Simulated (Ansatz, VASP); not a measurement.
# CsCdCl3 in two plane-wave programs, part 2 of 3

Wanted: the spread between two codes on one cell, functional and k mesh. The cell is taken from a series of VASP runs on this material, whose earlier steps may have relaxed, scaled or displaced it; both programs get it as it stands.

VASP 6.6.1 and Ansatz 0.2.0.

So far. Step 2 (Ansatz: elastic constants, LDA): The run ends at a pressure of -0.27 GPa.

### Step 3. VASP: elastic constants, LDA

Level of this step: LDA; plane waves and PAW (Cs_sv, Cd, Cl) (VASP).

The same cell, functional (in two slightly different forms), mesh and smearing now go to VASP, with its own data sets and cutoff.

Lines of VASP's logs that name or quote its potential files are left out, and so is its time.

Contents of INCAR:

```
SYSTEM = CsCdCl3
PREC = Accurate
ENCUT = 700
EDIFF = 1E-08
NELM = 100
ISMEAR = 0
SIGMA = 0.03
LREAL = .FALSE.
ALGO = Normal
GGA = CA
NBANDS = 27
LORBIT = 11
LWAVE = .FALSE.
LCHARG = .FALSE.
KPAR = 8
IBRION = 6
NFREE = 2
POTIM = 0.015
ISIF = 3
NSW = 1
```

Contents of POSCAR:

```
CsCdCl3
1.0
    5.1241518420      0.0000000000      0.0000000000
    0.0000000000      5.1241518420      0.0000000000
    0.0000000000      0.0000000000      5.1241518420
Cs Cd Cl
1 1 3
Direct
    0.0000000000      0.0000000000      0.0000000000
    0.5000000000      0.5000000000      0.5000000000
    0.5000000000      0.5000000000      0.0000000000
    0.5000000000      0.0000000000      0.5000000000
    0.0000000000      0.5000000000      0.5000000000
```

Contents of KPOINTS:

```
Automatic mesh
0
Gamma
6 6 6
0 0 0
```

Potentials, in the order of the species: Cs_sv, Cd and Cl (LDA family, release 64).

Run with:

```sh
$ mpirun -np 8 vasp_std
```

Numbers of over 12 decimals in the logs are rounded to 6 here.

Log:

```text
[banner, memory and clock lines left out]
running    8 mpi-ranks, on    1 nodes
 distrk:  each k-point on    1 cores,    8 groups
 distr:  one band on    1 cores,    1 groups

 POSCAR found type information on POSCAR CsCdCl
 POSCAR found :  3 types and       5 ions
|                                                                             |
|           W    W    AA    RRRRR   N    N  II  N    N   GGGG   !!!           |
|           W    W   A  A   R    R  NN   N  II  NN   N  G    G  !!!           |
|           W    W  A    A  R    R  N N  N  II  N N  N  G       !!!           |
|           W WW W  AAAAAA  RRRRR   N  N N  II  N  N N  G  GGG   !            |
|           WW  WW  A    A  R   R   N   NN  II  N   NN  G    G                |
|           W    W  A    A  R    R  N    N  II  N    N   GGGG   !!!           |
|                                                                             |
|     For optimal performance we recommend to set                             |
|       NCORE = 2 up to number-of-cores-per-socket                            |
|     NCORE specifies how many cores store one orbital (NPAR=cpu/NCORE).      |
|     This setting can greatly improve the performance of VASP for DFT.       |
|     The default, NCORE=1 might be grossly inefficient on modern             |
|     multi-core architectures or massively parallel machines. Do your        |
|     Unfortunately you need to use the default for GW and RPA                |
|     calculations (for HF NCORE is supported but not extensively tested      |
|     yet).                                                                   |
|                                                                             |

 LDA part: xc-table for (Slater(with rela. corr.)+CA(PZ))
 , standard interpolation
 POSCAR, INCAR and KPOINTS ok, starting setup
 FFT: planning ... GRIDC
 FFT: planning ... GRID_SOFT
 FFT: planning ... GRID
 WAVECAR not read
 entering main loop
       N       E                     dE             d eps       ncg     rms          rms(c)
DAV:   1     0.345552347590E+03    0.34555E+03   -0.23338E+04  1080   0.178E+03
DAV:   2     0.944225397599E+01   -0.33611E+03   -0.32759E+03  1330   0.321E+02
DAV:   3    -0.174660382336E+02   -0.26908E+02   -0.26829E+02  1281   0.948E+01
DAV:   4    -0.178166318756E+02   -0.35059E+00   -0.35027E+00  1324   0.119E+01
DAV:   5    -0.178214741825E+02   -0.48423E-02   -0.48416E-02  1373   0.141E+00    0.950E+00
DAV:   6    -0.169643232254E+02    0.85715E+00   -0.17826E+00  1372   0.154E+01    0.776E+00
DAV:   7    -0.168493686915E+02    0.11495E+00   -0.61116E-01  1255   0.641E+00    0.380E+00
DAV:   8    -0.168425992385E+02    0.67695E-02   -0.18484E-01  1362   0.393E+00    0.841E-01
DAV:   9    -0.168397898969E+02    0.28093E-02   -0.23773E-02  1244   0.180E+00    0.248E-01
DAV:  10    -0.168396559045E+02    0.13399E-03   -0.23429E-03  1397   0.395E-01    0.609E-02
DAV:  11    -0.168396671601E+02   -0.11256E-04   -0.83412E-05  1284   0.620E-02    0.219E-02
DAV:  12    -0.168396658389E+02    0.13211E-05   -0.17012E-05  1376   0.292E-02    0.688E-03
DAV:  13    -0.168396657810E+02    0.57892E-07   -0.11046E-06  1394   0.642E-03    0.254E-03
DAV:  14    -0.168396657784E+02    0.26685E-08   -0.23166E-07  1341   0.295E-03    0.112E-03
DAV:  15    -0.168396657752E+02    0.31723E-08   -0.16635E-08   961   0.807E-04
   1 F= -.16839666E+02 E0= -.16839666E+02  d E =-.978719E-18
[... from here on, the cycles between the ionic steps are left out ...]
   2 F= -.16833051E+02 E0= -.16833051E+02  d E =-.446188E-13
  13 F= -.16838300E+02 E0= -.16838300E+02  d E =-.762450E-13
  14 F= -.16839548E+02 E0= -.16839548E+02  d E =-.361203E-13
  15 F= -.16839548E+02 E0= -.16839548E+02  d E =-.207563E-13
  16 F= -.16839174E+02 E0= -.16839174E+02  d E =-.349619E-13
  17 F= -.16839174E+02 E0= -.16839174E+02  d E =-.368015E-13
  18 F= -.16839572E+02 E0= -.16839572E+02  d E =-.406608E-13
  19 F= -.16839572E+02 E0= -.16839572E+02  d E =-.342588E-13
  20 F= -.16838832E+02 E0= -.16838832E+02  d E =-.373937E-13
 Finite differences progress:
  Degree of freedom:  10/ 10
  Displacement:        1/  2
  Total:              19/ 20
 bond charge predicted
       N       E                     dE             d eps       ncg     rms          rms(c)
DAV:   1    -0.168354713189E+02    0.33604E-02   -0.12902E+00  2193   0.418E+00    0.526E-01
DAV:   2    -0.168390514778E+02   -0.35802E-02   -0.39794E-02  2563   0.966E-01    0.951E-02
DAV:   3    -0.168388771038E+02    0.17437E-03   -0.53257E-04  2670   0.119E-01    0.568E-02
DAV:   4    -0.168388307961E+02    0.46308E-04   -0.32466E-04  2546   0.727E-02    0.214E-02
DAV:   5    -0.168388323093E+02   -0.15133E-05   -0.35333E-05  2425   0.258E-02    0.122E-02
DAV:   6    -0.168388317754E+02    0.53396E-06   -0.18757E-06  2679   0.728E-03    0.497E-03
DAV:   7    -0.168388317467E+02    0.28659E-07   -0.10570E-07  2694   0.187E-03    0.351E-03
DAV:   8    -0.168388317457E+02    0.10273E-08   -0.37534E-08  2391   0.886E-04
  21 F= -.16838832E+02 E0= -.16838832E+02  d E =-.378949E-13
 Finite differences progress:
  Degree of freedom:  10/ 10
  Displacement:        2/  2
  Total:              20/ 20
```

From OUTCAR (step 3):

```text
ion  position               nearest neighbor table
   1  0.000  0.000  0.000-
   2  0.500  0.500  0.500-   3 2.56   4 2.56   5 2.56   3 2.56   4 2.56   5 2.56
   3  0.500  0.500  0.000-   2 2.56   2 2.56
   4  0.500  0.000  0.500-   2 2.56   2 2.56
   5  0.000  0.500  0.500-   2 2.56   2 2.56

  LATTYP: Found a simple cubic cell.
 ALAT       =     5.1241518420

 Subroutine GETGRP returns: Found 48 space group operations
 (whereof 48 operations were pure point group operations)

The static configuration has the point symmetry O_h .

 Found     20 irreducible k-points:

   k-points           NKPTS =     20   k-points in BZ     NKDIM =     20   number of bands    NBANDS=     27

   dimension x,y,z NGX =    48 NGY =   48 NGZ =   48
   dimension x,y,z NGXF=    96 NGYF=   96 NGZF=   96

   ENCUT  =  700.0 eV  51.45 Ry    7.17 a.u.  11.05 11.05 11.05*2*pi/ulx,y,z

   NELECT =      42.0000    total number of electrons

 k-points in reciprocal lattice and weights: Automatic mesh
   0.00000000  0.00000000  0.00000000       0.005
   0.16666667  0.00000000  0.00000000       0.028
   0.33333333  0.00000000  0.00000000       0.028
   0.50000000  0.00000000  0.00000000       0.014
   0.16666667  0.16666667  0.00000000       0.056
   0.33333333  0.16666667  0.00000000       0.111
   0.50000000  0.16666667  0.00000000       0.056
   0.33333333  0.33333333  0.00000000       0.056
   0.50000000  0.33333333  0.00000000       0.056
[...]
0.50000000  0.50000000  0.33333333       0.028
   0.50000000  0.50000000  0.50000000       0.005

 average (electrostatic) potential at core
       1 -47.1690       2 -40.2548       3 -97.2967       4 -97.2965       5 -97.2965

 E-fermi :   0.4686

 k-point     1 :       0.0000    0.0000    0.0000
  band No.  band energies     occupation
    ...
     17      -0.7649      2.00000
     18      -0.7649      2.00000
     19      -0.3781      2.00000
     20      -0.3778      2.00000
     21      -0.3778      2.00000
     22       1.9337      0.00000
     23       5.8865      0.00000
     24       6.0467      0.00000
     25       6.0467      0.00000
     26       7.3688      0.00000
    ...

 k-point     2 :       0.1667    0.0000    0.0000
  band No.  band energies     occupation
    ...
     17      -0.7899      2.00000
     18      -0.7898      2.00000
     19      -0.6826      2.00000
     20      -0.4294      2.00000
     21      -0.4294      2.00000
     22       2.5366      0.00000
     23       6.2262      0.00000
     24       6.3466      0.00000
     25       6.3738      0.00000
     26       7.4746      0.00000
    ...

 k-point     3 :       0.3333    0.0000    0.0000
  band No.  band energies     occupation
    ...
     17      -0.9589      2.00000
     18      -0.8001      2.00000
     19      -0.7999      2.00000
     20      -0.5615      2.00000
     21      -0.5614      2.00000
     22       3.8653      0.00000
     23       6.8574      0.00000
     24       7.0421      0.00000
     25       7.4165      0.00000
     26       7.7508      0.00000
    ...

  Total        0.0254814      0.0254814      0.0342043      0.0000000     -0.0000000      0.0000000
[...]
YZ          -0.0000      0.0000      0.0000      0.0000    144.6779      0.0000
 ZX           0.0000      0.0000      0.0000      0.0000      0.0000    144.6779
 --------------------------------------------------------------------------------

 Eigenvectors and eigenvalues of the dynamical matrix
 ----------------------------------------------------

   1 f  =    7.829377 THz    49.193424 2PiTHz  261.159891 cm-1    32.379685 meV
             X         Y         Z           dx          dy          dz
      0.000000  0.000000  0.000000     0.001698   -0.004257   -0.000000
      2.562076  2.562076  2.562076    -0.133875    0.335679    0.000000
      2.562076  2.562076  0.000000    -0.051408    0.128900    0.000000
      2.562076  0.000000  2.562076    -0.051408   -0.846665   -0.000000
      0.000000  2.562076  2.562076     0.337666    0.128900   -0.000000

   2 f  =    7.829377 THz    49.193424 2PiTHz  261.159891 cm-1    32.379685 meV
             X         Y         Z           dx          dy          dz
      0.000000  0.000000  0.000000     0.004257    0.001698   -0.000000
      2.562076  2.562076  2.562076    -0.335679   -0.133875   -0.000000
      2.562076  2.562076  0.000000    -0.128900   -0.051408   -0.000000
      2.562076  0.000000  2.562076    -0.128900    0.337666   -0.000000
      0.000000  2.562076  2.562076     0.846665   -0.051408    0.000000

   3 f  =    7.829377 THz    49.193424 2PiTHz  261.159891 cm-1    32.379685 meV
             X         Y         Z           dx          dy          dz
      0.000000  0.000000  0.000000     0.000000    0.000000    0.004583
      2.562076  2.562076  2.562076    -0.000000   -0.000000   -0.361390
      2.562076  2.562076  0.000000    -0.000000   -0.000000    0.911516
      2.562076  0.000000  2.562076    -0.000000    0.000000   -0.138773
      0.000000  2.562076  2.562076     0.000000   -0.000000   -0.138773

   4 f  =    2.345920 THz    14.739850 2PiTHz   78.251470 cm-1     9.701941 meV
             X         Y         Z           dx          dy          dz
      0.000000  0.000000  0.000000     0.041868   -0.403405    0.031417
      2.562076  2.562076  2.562076     0.029375   -0.283027    0.022042
      2.562076  2.562076  0.000000    -0.062921    0.606244   -0.005795
      2.562076  0.000000  2.562076    -0.062921    0.074411   -0.047213
      0.000000  2.562076  2.562076    -0.007723    0.606244   -0.047213

   5 f  =    2.345920 THz    14.739850 2PiTHz   78.251470 cm-1     9.701941 meV
             X         Y         Z           dx          dy          dz
      0.000000  0.000000  0.000000    -0.002348    0.031341    0.405571
      2.562076  2.562076  2.562076    -0.001648    0.021989    0.284547
      2.562076  2.562076  0.000000     0.003529   -0.047100   -0.074810
      2.562076  0.000000  2.562076     0.003529   -0.005781   -0.609499
      0.000000  2.562076  2.562076     0.000433   -0.047100   -0.609499

   6 f  =    2.345920 THz    14.739850 2PiTHz   78.251470 cm-1     9.701941 meV
             X         Y         Z           dx          dy          dz
      0.000000  0.000000  0.000000     0.404620    0.041925   -0.000897
      2.562076  2.562076  2.562076     0.283879    0.029414   -0.000629
      2.562076  2.562076  0.000000    -0.608070   -0.063005    0.000165
      2.562076  0.000000  2.562076    -0.608070   -0.007733    0.001348
      0.000000  2.562076  2.562076    -0.074635   -0.063005    0.001348

   7 f  =    2.248606 THz    14.128409 2PiTHz   75.005426 cm-1     9.299483 meV
             X         Y         Z           dx          dy          dz
      0.000000  0.000000  0.000000     0.000000   -0.000000   -0.000000
      2.562076  2.562076  2.562076     0.000000   -0.000000    0.000000
      2.562076  2.562076  0.000000    -0.647187    0.284756    0.000000
      2.562076  0.000000  2.562076     0.647187    0.000000   -0.007945
      0.000000  2.562076  2.562076    -0.000000   -0.284756    0.007945

   8 f  =    2.248606 THz    14.128409 2PiTHz   75.005426 cm-1     9.299483 meV
             X         Y         Z           dx          dy          dz
      0.000000  0.000000  0.000000    -0.000000    0.000000    0.000000
      2.562076  2.562076  2.562076     0.000000    0.000000    0.000000
      2.562076  2.562076  0.000000    -0.000293   -0.020386   -0.000000
      2.562076  0.000000  2.562076     0.000293   -0.000000   -0.706813
      0.000000  2.562076  2.562076     0.000000    0.020386    0.706813

   9 f  =    2.248606 THz    14.128409 2PiTHz   75.005426 cm-1     9.299483 meV
             X         Y         Z           dx          dy          dz
      0.000000  0.000000  0.000000     0.000000    0.000000   -0.000000
      2.562076  2.562076  2.562076     0.000000    0.000000   -0.000000
      2.562076  2.562076  0.000000    -0.284867   -0.646915    0.000000
      2.562076  0.000000  2.562076     0.284867   -0.000000    0.018776
      0.000000  2.562076  2.562076     0.000000    0.646915   -0.018776

  10 f  =    1.485535 THz     9.333894 2PiTHz   49.552125 cm-1     6.143678 meV
             X         Y         Z           dx          dy          dz
      0.000000  0.000000  0.000000     0.265336   -0.180965    0.592873
      2.562076  2.562076  2.562076    -0.269696    0.183938   -0.602615
      2.562076  2.562076  0.000000     0.031383   -0.021404   -0.220549
      2.562076  0.000000  2.562076     0.031383    0.067319    0.070123
      0.000000  2.562076  2.562076    -0.098705   -0.021404    0.070123

  11 f  =    1.485535 THz     9.333894 2PiTHz   49.552125 cm-1     6.143678 meV
             X         Y         Z           dx          dy          dz
      0.000000  0.000000  0.000000    -0.449582   -0.500169    0.048539
      2.562076  2.562076  2.562076     0.456969    0.508388   -0.049336
      2.562076  2.562076  0.000000    -0.053175   -0.059158   -0.018056
      2.562076  0.000000  2.562076    -0.053175    0.186063    0.005741
      0.000000  2.562076  2.562076     0.167245   -0.059158    0.005741

  12 f  =    1.485535 THz     9.333894 2PiTHz   49.552125 cm-1     6.143678 meV
             X         Y         Z           dx          dy          dz
      0.000000  0.000000  0.000000     0.426758   -0.414405   -0.317483
      2.562076  2.562076  2.562076    -0.433770    0.421215    0.322700
      2.562076  2.562076  0.000000     0.050475   -0.049014    0.118104
      2.562076  0.000000  2.562076     0.050475    0.154159   -0.037551
      0.000000  2.562076  2.562076    -0.158754   -0.049014   -0.037551

  13 f/i=    0.003649 THz     0.022927 2PiTHz    0.121715 cm-1     0.015091 meV
             X         Y         Z           dx          dy          dz
      0.000000  0.000000  0.000000     0.003931    0.000725    0.616310
      2.562076  2.562076  2.562076     0.003598    0.000663    0.564108
      2.562076  2.562076  0.000000     0.002024    0.000373    0.317157
      2.562076  0.000000  2.562076     0.002024    0.000373    0.317265
      0.000000  2.562076  2.562076     0.002023    0.000373    0.317265

  14 f/i=    0.003649 THz     0.022927 2PiTHz    0.121715 cm-1     0.015091 meV
             X         Y         Z           dx          dy          dz
      0.000000  0.000000  0.000000    -0.381706    0.483891    0.001866
      2.562076  2.562076  2.562076    -0.349375    0.442905    0.001708
      2.562076  2.562076  0.000000    -0.196495    0.249099    0.000960
      2.562076  0.000000  2.562076    -0.196495    0.249014    0.000960
      0.000000  2.562076  2.562076    -0.196428    0.249099    0.000960

  15 f/i=    0.003649 THz     0.022927 2PiTHz    0.121715 cm-1     0.015091 meV
             X         Y         Z           dx          dy          dz
      0.000000  0.000000  0.000000    -0.483879   -0.381710    0.003535
      2.562076  2.562076  2.562076    -0.442894   -0.349378    0.003236
      2.562076  2.562076  0.000000    -0.249092   -0.196497    0.001819
      2.562076  0.000000  2.562076    -0.249092   -0.196430    0.001820
      0.000000  2.562076  2.562076    -0.249007   -0.196497    0.001820

 ELASTIC MODULI CONTR FROM IONIC RELAXATION (kBar)
 Direction    XX          YY          ZZ          XY          YZ          ZX
 --------------------------------------------------------------------------------
 XX           0.0000      0.0000      0.0000      0.0000      0.0000      0.0000
 YY           0.0000      0.0000      0.0000      0.0000      0.0000      0.0000
 ZZ           0.0000      0.0000      0.0000      0.0000      0.0000      0.0000
 XY           0.0000      0.0000      0.0000      0.0000      0.0000      0.0000
 YZ           0.0000      0.0000      0.0000      0.0000      0.0000      0.0000
 ZX           0.0000      0.0000      0.0000      0.0000      0.0000      0.0000
 --------------------------------------------------------------------------------

 TOTAL ELASTIC MODULI (kBar)
 Direction    XX          YY          ZZ          XY          YZ          ZX
 --------------------------------------------------------------------------------
 XX         783.2173    251.5558    251.5558      0.0000     -0.0000      0.0000
 YY         251.5558    783.2173    251.5558      0.0000      0.0000      0.0000
 ZZ         251.5558    251.5558    783.2173     -0.0000      0.0000      0.0000
 XY           0.0000      0.0000     -0.0000    144.6779      0.0000      0.0000
 YZ          -0.0000      0.0000      0.0000      0.0000    144.6779      0.0000
 ZX           0.0000      0.0000      0.0000      0.0000      0.0000    144.6779
 --------------------------------------------------------------------------------

 total charge
# of ion       s       p       d       tot
------------------------------------------
    1        1.825   4.685   0.029   6.540
    2        0.353   0.279   9.617  10.249
    3        1.592   3.520   0.000   5.112
    4        1.592   3.520   0.000   5.112
    5        1.592   3.520   0.000   5.112
--------------------------------------------------
tot          6.954  15.525   9.647  32.126

[... 3 further parts left out ...]
```

CONTCAR:

```
CsCdCl3
   1.00000000000000
     5.1241518419999998    0.0000000000000000    0.0000000000000000
     0.0000000000000000    5.1241518419999998    0.0000000000000000
     0.0000000000000000    0.0000000000000000    5.1241518419999998
  Cs              Cd              Cl
     1     1     3
Direct
     0.0000000000000000    0.0000000000000000    0.0000000000000000
     0.5000000000000000    0.5000000000000000    0.5000000000000000
     0.5000000000000000    0.5000000000000000   -0.0029273137218637
     0.5000000000000000    0.0000000000000000    0.5000000000000000
     0.0000000000000000    0.5000000000000000    0.5000000000000000
```

### Step 4. Comparison

Known differences besides the potentials themselves: the two LDA forms differ slightly; the data sets hold 50 valence electrons in Ansatz (default PAW (the set named soft_2) files) and 42 in VASP; the cutoff is 420 eV in Ansatz and 700 eV in VASP; VASP's log shows a relativistic correction to its local exchange, Ansatz's none. Total energies have different zeros and are not compared.

The two programs side by side:

```
 quantity  Ansatz  VASP  difference
C11 (GPa)    75.0  78.3     -4.24 %
C22 (GPa)    75.0  78.3     -4.24 %
C33 (GPa)    75.0  78.3     -4.24 %
C12 (GPa)    24.6  25.2     -2.38 %
C13 (GPa)    24.6  25.2     -2.38 %
C23 (GPa)    24.6  25.2     -2.38 %
C44 (GPa)    14.5  14.5     +0.14 %
C55 (GPa)    14.5  14.5     +0.14 %
C66 (GPa)    14.5  14.5     +0.14 %
```

(Continued in part 3 of 3.)

[Lines on the potential files, build, host, timing and source positions are cut from VASP's logs without a mark.]

[Logs are printed without paths, hosts, clocks, repeated set-up lines and the standing remarks that a program may print on its own settings, such as how far it seeks lower states.]

[Hosts, paths, dates, database ids (printed as entryN), source tags and the programs' standing remarks are cut or masked in the printed files.]
